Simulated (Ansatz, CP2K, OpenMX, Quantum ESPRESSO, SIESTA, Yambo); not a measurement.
Cost and result for the band gap of TePb

```cif
data_structure
_symmetry_space_group_name_H-M 'P 1'
_symmetry_Int_Tables_number 1
_cell_length_a 4.5693
_cell_length_b 4.5693
_cell_length_c 4.5693
_cell_angle_alpha 60.000
_cell_angle_beta 60.000
_cell_angle_gamma 60.000
_cell_volume 67.46
loop_
_atom_site_label
_atom_site_type_symbol
_atom_site_fract_x
_atom_site_fract_y
_atom_site_fract_z
_atom_site_occupancy
Pb1 Pb 0.00000 0.00000 0.00000 1
Te1 Te 0.50000 0.50000 0.50000 1
```

```csv
rung,level,program and potentials,cutoff (eV),k mesh,smearing,task,spin,core time,chip,band gap (eV),miss (eV),notes
Hartree-Fock,Hartree-Fock on PBEsol,"Yambo, PseudoDojo 0.4 SR PBEsol stringent",1225,4 × 4 × 4,fixed,Hartree-Fock levels,off,3.9 s,Arm Neoverse V1,4.57,+4.38,coarse mesh; 23 valence electrons an atom on average
GGA,PBEsol,"Ansatz, all-electron LAPW, inner shells corrected to Dirac's equation",-,7 × 7 × 7,fermi-dirac 0.05,band structure,off,7.1 s,Intel Xeon 6975P-C Granite Rapids,0.66,+0.47,from the band path
GGA,PBEsol,"Ansatz, all-electron LAPW, scalar-relativistic",-,7 × 7 × 7,fermi-dirac 0.05,band structure,off,7.2 s,Intel Xeon 6975P-C Granite Rapids,0.66,+0.47,from the band path
GGA,PBEsol,"Ansatz, PAW datasets made for the crystal",240,7 × 7 × 7,fermi-dirac 0.05,band structure,off,7.3 s,Intel Xeon 6975P-C Granite Rapids,0.66,+0.47,10 valence electrons an atom on average; from the band path
GGA,PBE,"Quantum ESPRESSO, SG15 PBE 1.2",952,2 × 2 × 2,fermi-dirac 0.05,single point,off,8.2 s,Arm Neoverse V1,0.59,+0.40,coarse mesh; 15 valence electrons an atom on average
GGA,PBE,"CP2K, GTH_POTENTIALS Pb GTH-PBE-q4, Te GTH-PBE-q6; DZVP-MOLOPT-SR-GTH basis",-,6 × 6 × 6,fermi-dirac 0.01,band structure,off,13 s,Arm Neoverse V2,0.72,+0.53,atomic basis; 5 valence electrons an atom on average
GGA,PBE,"CP2K, GTH_SOC_POTENTIALS Pb GTH-PBE-q4, Te GTH-PBE-q6; DZVP-MOLOPT-SR-GTH basis",-,7 × 7 × 7,fermi-dirac 0.05,band structure,"SOC, no magnetisation",17 s,Intel Xeon 6975P-C Granite Rapids,no gap,no gap,atomic basis; 5 valence electrons an atom on average; SOC added after the SCF; from the band path; bands may be inverted
GGA,PBE,"SIESTA, files PseudoDojo fr-pbe-0.4-standard, TZP (energy shift 0.003 Ry; two zetas on semicore shells)",-,5 × 5 × 5,fermi-dirac 0.05,band structure,"non-collinear, zero start, SOC",99 s,Intel Xeon Platinum 8488C Sapphire Rapids,no gap,no gap,atomic basis; 15 valence electrons an atom on average; from the band path; bands may be inverted
GGA,PBEsol,"Ansatz, all-electron LAPW, relativistic spinors",-,5 × 5 × 5,fermi-dirac 0.05,band structure,"SOC, no magnetisation",99 s,Arm Neoverse V1,0.14,-0.05,from the band path; bands may be inverted
GGA,PBE,"Quantum ESPRESSO, SPMS 1.0 PBE",952,7 × 7 × 7,fermi-dirac 0.05,band structure,off,2.1 min,Arm Neoverse V1,0.74,+0.55,15 valence electrons an atom on average; from the band path
GGA,PBE,"Quantum ESPRESSO, PseudoDojo 0.4.1 SR PBE standard",1088,7 × 7 × 7,fermi-dirac 0.05,band structure,off,2.8 min,Arm Neoverse V1,0.74,+0.55,15 valence electrons an atom on average; from the band path
GGA,PBE,"OpenMX, OpenMX 2013 PBE set, Pb8.0-s3p2d2f2, Te7.0-s3p3d2f1, grid cutoff 500 Ry",-,7 × 7 × 7,fermi-dirac 0.05,band structure,off,8.9 min,Intel Xeon Platinum 8259CL Skylake/Cascade Lake,0.68,+0.49,atomic basis; 15 valence electrons an atom on average; from the band path
```

Times are single runs on shared hosts and different chips, so they are rough; meshes, cutoffs and the tasks' sizes weigh on the time. Gaps are the least found on the k mesh or the band path, and a mesh can miss the band edges. Smearing widths are in eV. The cell comes from a database and isn't always the measured one. Meshes differ between rows, which moves values too. All levels ran on this one cell, unrelaxed unless noted. Meshes are those of the run's cell of 2 atoms unless a note names another. Misses use the values as printed. Runs on faulty files, with rough fits or with known faults for this quantity aren't shown.

By rung: GGA 0.66 to 0.74; GGA with SOC 0.14; GGA on coarse meshes 0.59; GGA in atomic bases 0.68 to 0.72; GGA with SOC in atomic bases no gap; Hartree-Fock on coarse meshes 4.57 (eV). Measured: 0.19 eV at 4.2 K (a printed reference work). Closest, coarse meshes and atomic bases left aside, is PBEsol with Ansatz, all-electron LAPW, relativistic spinors (-0.05 eV). The runs are for a static lattice, while measurements hold temperature and zero-point motion; rows without SOC leave out spin-orbit coupling, which moves the band edges where heavy atoms are present.
